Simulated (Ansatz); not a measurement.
# Li on Pd(100): change of the work function, part 4 of 5

Wanted: Δφ(θ) for Li/Pd(100), starting from the bridge site.

Ansatz 0.2.0; plane-wave DFT, PBE, Ansatz PAW (the session's first sound run).

So far, work function, upper face (eV): step 2 (the clean slab) 5.10; step 3 (the covered slab, k-mesh 6×6×1, coverage 0.25 ML) 2.62; step 4 (the covered slab, k-mesh 6×6×1, coverage 0.5 ML) 2.25; step 5 (adsorbate added, k-mesh 11×11×1, coverage 1 ML) 3.33; step 7 (the slab at 0.25 ML, atoms frozen) 2.62.

## (8) The substrate of the 0.25 ML cell alone

System of this step: Li/Pd(100), substrate alone, atoms held. The cell holds 16 atoms: 16 Pd. Its edges and angles: a = 5.501 Å, b = 5.501 Å, c = 26.375 Å, α = 90.0°, β = 90.0°, γ = 90.0°. Vacuum lies along c.

The second part, atoms unmoved.

input.yaml

```yaml
crystal:
  lattice:
    - [5.5012907576, 0.0, 0.0]
    - [0.0, 5.5012907576, 0.0]
    - [0.0, 0.0, 26.3752234186]
  atoms:
    - { symbol: Pd, position: [0.25, 0.25, 0.341229337] }
    - { symbol: Pd, position: [0.0, 0.0, 0.4149727881] }
    - { symbol: Pd, position: [0.25, 0.2520514567, 0.4914350574] }
    - { symbol: Pd, position: [-0.0039273452, 0.0, 0.5648348827] }
    - { symbol: Pd, position: [0.25, 0.75, 0.341229337] }
    - { symbol: Pd, position: [0.0, 0.5, 0.4149727881] }
    - { symbol: Pd, position: [0.25, 0.7479485433, 0.4914350574] }
    - { symbol: Pd, position: [0.0010805987, 0.5, 0.5687503702] }
    - { symbol: Pd, position: [0.75, 0.25, 0.341229337] }
    - { symbol: Pd, position: [0.5, 0.0, 0.4149727881] }
    - { symbol: Pd, position: [0.75, 0.253533904, 0.4910184075] }
    - { symbol: Pd, position: [0.5039273452, 0.0, 0.5648348827] }
    - { symbol: Pd, position: [0.75, 0.75, 0.341229337] }
    - { symbol: Pd, position: [0.5, 0.5, 0.4149727881] }
    - { symbol: Pd, position: [0.75, 0.746466096, 0.4910184075] }
    - { symbol: Pd, position: [0.4989194013, 0.5, 0.5687503702] }
kpoints:
  mp_grid: { grid: [6, 6, 1] }
hamiltonian:
  xc: pbe
scf:
  occupations: { method: fermi_dirac, width: 0.1 }
  convergence: { dr2_threshold: 1.0e-08 }
efield:
  axis: 3
  dipole_correction: true
  ramp_position: 0.97
  ramp_width: 0.06
output:
  write_potential: true
  write_density: true
  volumetric_format: npy
```

Started as:

```sh
$ ansatz run input.yaml --threads 4 --pin off --max-ram 12288MiB --backend cpu --events-out ev --progress --plain --runs-dir out
```

Numbers of over 12 decimals in the logs are rounded to 6 here.

What it wrote:

```text
[...]
Crystal: 16 atoms, lattice volume = 798.225 Å³
Basis set: ecut = 420 eV, 15541 PW (Γ)
Bands: 173, of which v1, the nominal top of the filled ones, is band 144 counted from 1 (143 counted from 0)
Symmetry: 4 space group operations
[...]
k-points: 16 of 36
[...]
SCF iter   1: F=—  HF=-111560.434854 eV  |F-HF|=—  |Δ(HF+E_count)|=         —  Δρ=7.52e-3  dr2=2.57e0  ethr=1.77e-3  p=0.000 e·Å  D=6.45e-5 V/Å  ΔV_dip=-0.00 eV  dr2_dipole=3.11e-2  V_vac-E_F(+/−)=4.83/4.83 eV  ⟨swp⟩=7.2  Hψ=11767  notcnv=0  defer=82
[...]
SCF iter  13: F=-111560.330846 eV  HF=-111560.330846 eV  |F-HF|=3.01e-9  |Δ(HF+E_count)|=   5.05e-9  Δρ=5.34e-7  dr2=4.99e-9  ethr=3.47e-12  p=-0.000 e·Å  D=-1.07e-4 V/Å  ΔV_dip=0.00 eV  dr2_dipole=1.32e-10  V_vac-E_F(+/−)=5.10/5.10 eV  ⟨swp⟩=24.3  Hψ=10012  notcnv=0
SCF 1 converged in 13 iterations: F = -111560.330846 eV  dr2 = 4.99e-9
[...]
SCF converged after 13 iterations
Free energy (F): -111560.330846 eV
[...]
Internal energy: -111559.282772 eV  (E = F + TS)
E sigma→0 (E₀):  -111559.806809 eV
Entropy (-TS):   -1.048074 eV (-65.505 meV/atom)
Fermi energy:    2.270900 eV
Dipole field:    D = -0.000099 V/Å  (p = -0.000438 e·Å, saw-weighted, corrected)
Work function:   Φ+ = 5.0991 eV   Φ− = 5.0965 eV
[...]
--- Band table (eV; the first three rows and the last of 16) ---
  k-point 0: bands = [... 140 lower, 2.2717, 2.3666, 2.3718, 2.6084, 2.6396, 2.9168, 2.9533, 3.3668, ... 25 higher]
  k-point 1: bands = [... 140 lower, 2.1901, 2.2094, 2.3976, 2.4066, 2.4214, 2.6923, 2.7297, 2.7787, ... 25 higher]
  k-point 2: bands = [... 140 lower, 2.1421, 2.1698, 2.2289, 2.2319, 2.2420, 2.3967, 2.3970, 2.4069, ... 25 higher]
  k-point 15: bands = [... 140 lower, 1.7513, 1.7587, 1.7955, 1.7983, 2.2441, 2.2551, 2.2578, 2.2587, ... 25 higher]
```

It took 1.8 min on 4 threads of Arm Neoverse V1, shared host; peak memory 3.9 GiB.

This step gave:

```
energy at zero smearing   : -111559.8068 eV
work function, upper face : 5.099 eV
dipole along the normal   : -4.38e-4 e·Å
```

The work function of the upper face is 5.10 eV.

## (9) The adsorbate layer of the 0.25 ML cell alone

System of this step: Li/Pd(100), adsorbate layer alone, atoms held. The cell holds 1 atom: 1 Li. Cell: a = 5.501 Å, b = 5.501 Å, c = 26.375 Å, α = 90.0°, β = 90.0°, γ = 90.0°. Vacuum lies along c.

The third part; a free layer of atoms may carry a moment, so spin is on.

input.yaml, the sections that differ from step 8:

```yaml
crystal:
  lattice:
    - [5.5012907576, 0.0, 0.0]
    - [0.0, 5.5012907576, 0.0]
    - [0.0, 0.0, 26.3752234186]
  atoms:
    - { symbol: Li, position: [0.25, 0.0, 0.6400305817], spin: 1.0 }
magnetization:
  spin_polarized: true
# kpoints, hamiltonian, scf, efield, output: as in step 8
```

What it wrote:

```text
[...]
Crystal: 1 atoms, lattice volume = 798.225 Å³
Basis set: ecut = 420 eV, 15541 PW (Γ)
Bands: 6, of which v1, the nominal top of the filled ones, is band 2 counted from 1 (1 counted from 0)
Symmetry: 8 space group operations
k-points: 10 of 36
[...]
Starting moments: Σ|m| = 1 μB on 1 of 1 site
[...]
SCF iter   7: F=—  HF=-203.157541 eV  |F-HF|=—  |Δ(HF+E_count)|=   1.32e-2  Δρ=1.94e-3 (↑1.93e-3 ↓1.94e-3)  dr2=1.50e-6  dr2_m=2.74e-2  M=0.302 μB ∫|m|=0.302 μB  β_m=1.09  ethr=1.31e-7  p=0.000 e·Å  D=3.30e-6 V/Å  ΔV_dip=-0.00 eV  dr2_dipole=1.00e-10  V_vac-E_F(+/−)=3.00/3.00 eV  ⟨swp⟩=2.6  Hψ=245  notcnv=0
[...]
spin-set hold released at iteration 7 (site moments contracting): the magnetisation degrees of freedom join the quasi-Newton model from the next iteration; the mixer history was flushed
SCF iter   8: F=—  HF=-203.154557 eV  |F-HF|=—  |Δ(HF+E_count)|=   2.98e-3  Δρ=1.73e-4 (↑1.73e-4 ↓1.66e-4)  dr2=1.74e-5  dr2_m=2.10e-4  M=0.259 μB ∫|m|=0.259 μB  β_m=1.20  ethr=5.01e-8  p=0.000 e·Å  D=1.27e-6 V/Å  ΔV_dip=-0.00 eV  dr2_dipole=3.72e-12  V_vac-E_F(+/−)=3.00/3.00 eV  ⟨swp⟩=3.0  Hψ=196  notcnv=0  κ⁻¹=1.0e0(r=1)
density mixer auto → broyden: no gap read (density of states about μ 0.90 of a free-electron gas's, 8 screened modes)
SCF iter   9: F=—  HF=-203.164837 eV  |F-HF|=—  |Δ(HF+E_count)|=   1.03e-2  Δρ=7.26e-5 (↑7.26e-5 ↓5.72e-5)  dr2=2.91e-5  dr2_m=3.00e-5  M=0.222 μB ∫|m|=0.222 μB  β_m=1.20  ethr=5.01e-8  p=0.000 e·Å  D=9.13e-7 V/Å  ΔV_dip=-0.00 eV  dr2_dipole=2.47e-12  V_vac-E_F(+/−)=3.00/3.00 eV  ⟨swp⟩=2.7  Hψ=184  notcnv=0  κ⁻¹=1.5e-4(r=2)
[...]
SCF iter  18: F=-203.175014 eV  HF=-203.175014 eV  |F-HF|=2.46e-9  |Δ(HF+E_count)|=   4.03e-8  Δρ=2.75e-8 (↑2.75e-8 ↓1.40e-8)  dr2=4.79e-11  dr2_m=1.27e-12  M=-0.000 μB ∫|m|=0.000 μB  ethr=2.96e-12  p=-0.000 e·Å  D=-1.34e-7 V/Å  ΔV_dip=0.00 eV  dr2_dipole=8.23e-18  V_vac-E_F(+/−)=3.03/3.03 eV  ⟨swp⟩=2.6  Hψ=344  notcnv=0
SCF 1 converged in 18 iterations: F = -203.175014 eV  dr2 = 4.79e-11
[...]
WARN: the starting moments were not kept: the SCF closed with an absolute magnetisation of 5.9e-6 μB, where they sum to 1 μB in size (1 site). That is at most 0.1 of that sum. Measured as dr2_m measures the in/out step, that magnetisation stands 3.5e-12 eV from none, at or under the dr2_threshold of 1.0e-8 eV: it is no larger than a step whose dr2_m would equal this threshold. The system may hold no moment; this SCF  [...]
[...]
this state was not tested for a lower state beside it, because the mixer in use, unlike msr1, does not test its closes by its own steps (another_mixer; see scf.mixing.algorithm and scf.lower_state_search)
SCF converged after 18 iterations
Magnetization: -0.0000 μB (1.5000 up, 1.5000 down)
Absolute magnetization: 0.0000 μB (∫|ρ↑−ρ↓|, with the PAW one-centre terms)
[...]
Per-site moments (μB) at R_I (Å): [(-3.8456167143598056e-6, 2.269282)]
Free energy (F): -203.175014 eV
[...]
Internal energy: -203.116614 eV  (E = F + TS)
E sigma→0 (E₀):  -203.145814 eV
Entropy (-TS):   -0.058400 eV (-58.400 meV/atom)
Fermi energy:    -2.833051 eV
Dipole field:    D = -0.000000 V/Å  (p = -0.000001 e·Å, saw-weighted, corrected)
Work function:   Φ+ = 3.0288 eV   Φ− = 3.0288 eV
[...]
--- Band table (eV; the first three rows and the last of 20) ---
[...]
```

The job ended after 7 s (4 threads; peak memory 0.91 GiB; 26 s of CPU time).

Numbers from this step:

```yaml
energy_at_zero_smearing: -203.1458 eV
work_function_upper_face: 3.029 eV
dipole_along_the_normal: -5.85e-7 e·Å
```

At this spacing and smearing the free layer keeps no moment.

## (10) Where the charge went at 0.25 ML

This step: plane-wave DFT, PBE, Ansatz PAW; density difference on adsorption (Ansatz 0.2.0).

The densities of the parts are taken from that of the whole and averaged over planes; the first moment of what is left gives the step in the potential.

Numbers from this step:

```
largest charge moved                 : 0.008807 e/Å²
potential step from the moved charge : -2.483 eV
```

The electron density difference oscillates, so the rows of the table below give means over windows of 0.5 Å about each position, cut where the curve ends. Its maxima inside the range that stand out by 2 % of the span (Å: e/Å³): 10.55: 3.4e-4, 11.28: 2.7e-4, 12.60: 0.00172, 13.33: 0.00187, 14.95: 8.8e-5, 15.97: 0.0146. Its minima: 10.99: -3.9e-4, 12.02: -2.4e-4, 12.89: -0.00190, 14.65: -0.00319, 15.24: -0.00446, 17.73: -0.00543.

Planar mean, whole system less its parts. The electron density difference by z; means over each step:

z (Å), electron density difference (e/Å³) and a bar from the least value:
```
      5.5     0.0000 ########
      6.0     0.0000 ########
      6.5     0.0000 ########
      7.0     0.0000 ########
      7.5     0.0000 ########
      8.0     0.0000 ########
      8.5    -0.0001 ########
      9.0     0.0001 ########
      9.5    -0.0002 ########
     10.0     0.0000 ########
     10.5     0.0002 #########
     11.0    -0.0001 ########
     11.5     0.0001 ########
     12.0    -0.0002 ########
     12.5     0.0009 ##########
     13.0    -0.0007 #######
     13.5     0.0004 #########
     14.0    -0.0023 ####
     14.5    -0.0027 ####
     15.0    -0.0017 ######
     15.5     0.0027 #############
     16.0     0.0134 ##############################
     16.5     0.0072 ####################
     17.0    -0.0001 ########
     17.5    -0.0044 #
     18.0    -0.0051 
     18.5    -0.0036 ##
     19.0    -0.0020 #####
     19.5    -0.0010 #######
     20.0    -0.0005 ########
     20.5    -0.0002 ########
     21.0    -0.0001 ########
     21.5     0.0000 ########
     22.0     0.0000 ########
     22.5     0.0000 ########
     23.0     0.0000 ########
     23.5     0.0000 ########
```

Planar mean, whole system less its parts. Electrons moved below z against z:

z (Å), electrons moved below z (e/Å²) and a bar from the least value:
```
        5    0.00000 #######
        6    0.00000 #######
        7    0.00001 #######
        8    0.00002 #######
        9    0.00001 #######
       10   -0.00008 #######
       11   -0.00004 #######
       12   -0.00005 #######
       13   -0.00006 #######
       14   -0.00047 ######
       15   -0.00262 
       16    0.00257 ##############
       17    0.00879 ##############################
       18    0.00452 ###################
       19    0.00116 ##########
       20    0.00023 #######
       21    0.00004 #######
       22    0.00001 #######
       23    0.00000 #######
       24    0.00000 #######
```

## (11) Varying the input

This step: plane-wave DFT, PBE, Ansatz PAW, but for the change named below (Ansatz 0.2.0).

System of this step: Li/Pd(100). The cell holds 5 atoms: 4 Pd and 1 Li. Cell: a = 2.751 Å, b = 2.751 Å, c = 26.375 Å, α = 90.0°, β = 90.0°, γ = 90.0°. Vacuum lies along c.

A run with a changed input: it repeats the earlier run at 1 ML with accuracy to high, hamiltonian.xc from pbe to rpbe and basis.ecutrho_ratio to 6.

input.yaml, the sections that differ from step 9:

```yaml
crystal:
  lattice:
    - [2.7506453788, 0.0, 0.0]
    - [0.0, 2.7506453788, 0.0]
    - [0.0, 0.0, 26.3752234186]
  atoms:
    - { symbol: Pd, position: [0.5, 0.5, 0.341229337] }
    - { symbol: Pd, position: [0.0, 0.0, 0.4149727881] }
    - { symbol: Pd, position: [0.5, 0.5, 0.4909895709] }
    - { symbol: Pd, position: [0.0, 0.0, 0.5661470134] }
    - { symbol: Li, position: [0.5, 0.0, 0.658770663] }
kpoints:
  mp_grid: { grid: [11, 11, 1] }
hamiltonian:
  xc: rpbe
relax:
  f_tol: 0.02
  max_steps: 60
  constraints: [{ sites: [0, 1] }]
output:
  bader: true
  write_potential: true
  write_density: true
  volumetric_format: npy
accuracy: high
basis:
  ecutrho_ratio: 6
# scf, efield: as in step 9
# magnetization: removed
```

What it wrote:

```text
[...]
Crystal: 5 atoms, lattice volume = 199.556 Å³
Basis set: ecut = 420 eV, 3973 PW (Γ), exchange–correlation on 54×54×486 points (8 copies of the dense FFT grid, shifted against one another)
Bands: 45, of which v1, the nominal top of the filled ones, is band 38 counted from 1 (37 counted from 0)
Symmetry: 4 space group operations
[...]
k-points: 36 of 121
[...]
SCF iter   1: F=—  HF=-28127.051768 eV  |F-HF|=—  |Δ(HF+E_count)|=         —  Δρ=6.82e-3  dr2=1.38e0  ethr=1.77e-3  p=0.070 e·Å  D=6.39e-2 V/Å  ΔV_dip=-1.69 eV  dr2_dipole=3.07e-1  V_vac-E_F(+/−)=3.11/4.80 eV  ⟨swp⟩=8.4  Hψ=6921  notcnv=0
[...]
SCF iter  12: F=-28127.014965 eV  HF=-28127.014965 eV  |F-HF|=6.15e-10  |Δ(HF+E_count)|=   8.51e-9  Δρ=5.68e-7  dr2=1.86e-9  ethr=1.33e-11  p=0.053 e·Å  D=4.83e-2 V/Å  ΔV_dip=-1.28 eV  dr2_dipole=1.10e-10  V_vac-E_F(+/−)=3.62/4.90 eV  ⟨swp⟩=8.6  Hψ=9776  notcnv=0
SCF 1 converged in 12 iterations: F = -28127.014965 eV  dr2 = 1.86e-9
[...]
relax step   1: F+E_penalty+E_count = -28127.01496494 eV  Δ(F+E_penalty+E_count) = +0.000e0 eV  max|allowed force component| = 9.446e-1 eV/Å  Δτ_max = 0.0000 Å  (12 SCF iters, accepted)
[...]
SCF iter  12: F=-28127.180359 eV  HF=-28127.180359 eV  |F-HF|=9.20e-10  |Δ(HF+E_count)|=   5.91e-9  Δρ=7.08e-7  dr2=2.70e-9  ethr=2.64e-12  p=0.066 e·Å  D=5.96e-2 V/Å  ΔV_dip=-1.57 eV  dr2_dipole=1.20e-10  V_vac-E_F(+/−)=3.33/4.90 eV  ⟨swp⟩=8.1  Hψ=9275  notcnv=0
SCF 2 converged in 12 iterations: F = -28127.180359 eV  dr2 = 2.70e-9
relax step   2: F+E_penalty+E_count = -28127.18035937 eV  Δ(F+E_penalty+E_count) = -1.654e-1 eV  max|allowed force component| = 5.602e-2 eV/Å  Δτ_max = 0.1948 Å  (12 SCF iters, accepted)
SCF iter   1: F=—  HF=-28127.184243 eV  |F-HF|=—  |Δ(HF+E_count)|=         —  Δρ=1.91e-3  dr2=1.63e-2  ethr=4.06e-4  p=0.066 e·Å  D=5.96e-2 V/Å  ΔV_dip=-1.57 eV  dr2_dipole=3.17e-4  V_vac-E_F(+/−)=3.33/4.90 eV  ⟨swp⟩=3.2  Hψ=3354  notcnv=0  defer=20
[...]
SCF iter  10: F=-28127.181309 eV  HF=-28127.181309 eV  |F-HF|=3.00e-9  |Δ(HF+E_count)|=   6.52e-9  Δρ=1.43e-6  dr2=7.11e-9  ethr=1.33e-11  p=0.066 e·Å  D=6.00e-2 V/Å  ΔV_dip=-1.58 eV  dr2_dipole=1.31e-10  V_vac-E_F(+/−)=3.32/4.90 eV  ⟨swp⟩=8.5  Hψ=9878  notcnv=0
SCF 3 converged in 10 iterations: F = -28127.181309 eV  dr2 = 7.11e-9
relax step   3: F+E_penalty+E_count = -28127.18130864 eV  Δ(F+E_penalty+E_count) = -9.493e-4 eV  max|allowed force component| = 1.979e-2 eV/Å  Δτ_max = 0.0440 Å  (10 SCF iters, accepted)
[...]
SCF converged after 10 iterations
Free energy (F): -28127.181309 eV
[...]
Internal energy: -28126.944112 eV  (E = F + TS)
E sigma→0 (E₀):  -28127.062710 eV
Entropy (-TS):   -0.237196 eV (-47.439 meV/atom)
Fermi energy:    3.506146 eV
Dipole field:    D = 0.059961 V/Å  (p = 0.066127 e·Å, saw-weighted, corrected)
Work function:   Φ+ = 3.3215 eV   Φ− = 4.9030 eV
[...]
--- Forces (eV/Å), atoms counted from 1 ---
  atom   1  Pd     0.00000000     0.00000000    -0.41418993
  atom   2  Pd     0.00000000     0.00000000     0.41217776
  atom   3  Pd     0.00000000     0.00000000    -0.01979441
  atom   4  Pd     0.00000000     0.00000000     0.01179619
  atom   5  Li     0.00000000     0.00000000     0.01001279
  max |Σ_I F_I| component: 2.40e-6 eV/Å
--- Band table (eV; the first three rows and the last of 36) ---
  k-point 0: bands = [... 34 lower, 2.8282, 2.8701, 2.9615, 3.3060, 3.4720, 3.5293, 3.5406, 4.1677, ... 3 higher]
  k-point 1: bands = [... 34 lower, 2.6767, 2.8946, 3.0614, 3.1671, 3.3843, 3.3869, 3.5754, 4.6188, ... 3 higher]
  k-point 2: bands = [... 34 lower, 2.4932, 2.9442, 2.9841, 2.9877, 3.3209, 3.5713, 3.7948, 5.4723, ... 3 higher]
  k-point 35: bands = [... 34 lower, 3.8144, 3.9312, 4.0072, 7.2050, 7.8567, 8.2827, 8.3632, 9.4387, ... 3 higher]
--- Relaxed structure (3 steps of the walk, 3 accepted, 0 SCFs on fresh bases) ---
  F+E_penalty+E_count = -28127.18130864 eV   max|allowed force component| = 1.979e-2 eV/Å
  atoms:
    - { symbol: Pd, position: [0.5, 0.5, 0.341229337] }
    - { symbol: Pd, position: [0.0, 0.0, 0.4149727881] }
    - { symbol: Pd, position: [0.5, 0.5, 0.493446] }
    - { symbol: Pd, position: [0.0, 0.0, 0.571947] }
    - { symbol: Li, position: [0.5, 0.0, 0.649717] }
--- Bader charges: 5 sites ---
  site symbol  charge [e]  shift [e]
     0     Pd     -0.0245     0.0000
     1     Pd      0.0260     0.0000
     2     Pd     -0.0077     0.0000
     3     Pd     -0.7790     0.0006
     4     Li      0.7851     0.0006
  estimated error of the sums over rays = 2.2e-4 e
```

Wall time 36 s (4 threads); peak memory 0.83 GiB.

The steps of the relaxation:

```csv
step,energy less that of the first step (eV),largest force component (eV/Å)
1,0.0000,0.9446
2,-0.1654,0.0560
3,-0.1663,0.0198
```

Forces are held to the 4 operations that the run works with; a distortion that breaks them can't arise in this run.

The atoms that moved most (Å):

```csv
atom,dx,dy,dz,length
Li5,0.000,0.000,-0.239,0.239
Pd4,0.000,0.000,0.153,0.153
Pd3,0.000,0.000,0.065,0.065
```

Final coordinates:

```xyz
5
Lattice="2.7506 0.0000 0.0000 0.0000 2.7506 0.0000 0.0000 0.0000 26.3752" Properties=species:S:1:pos:R:3
Pd    1.3753    1.3753    9.0000
Pd    0.0000    0.0000   10.9450
Pd    1.3753    1.3753   13.0148
Pd    0.0000    0.0000   15.0852
Li    1.3753    0.0000   17.1364
```

This step gave:

```yaml
energy_at_zero_smearing: -28127.0627 eV
work_function_upper_face: 3.321 eV
work_function_lower_face: 4.903 eV
dipole_along_the_normal: 0.06613 e·Å
step_between_the_vacuum_levels: -1.581 eV
```

```csv
quantity,this run,earlier run,difference
"work function, upper face (eV)",3.321,3.333,-0.011
"work function, lower face (eV)",4.903,5.092,-0.19
dipole along the normal (e·Å),0.06613,0.07356,-0.0074
```

What moves beyond 0.01 in its unit (for the dipole 0.5 % and 5e-5 e·Å): dipole along the normal (-0.00743 e·Å), work function, lower face (-0.189 eV) and work function, upper face (-0.0114 eV).

(Part 4 of 5 ends here.)

[Logs are printed without paths, hosts, clocks, repeated set-up lines and the standing remarks that a program may print on its own settings, such as how far it seeks lower states.]

[Hosts, paths, dates, database ids (printed as entryN), source tags and the programs' standing remarks are cut or masked in the printed files.]

[Maps of the electrostatic potential energy from Ansatz leave out the sawtooth potential of an applied field or a dipole correction, so their vacuum need not be flat; planar profiles and work functions include it.]
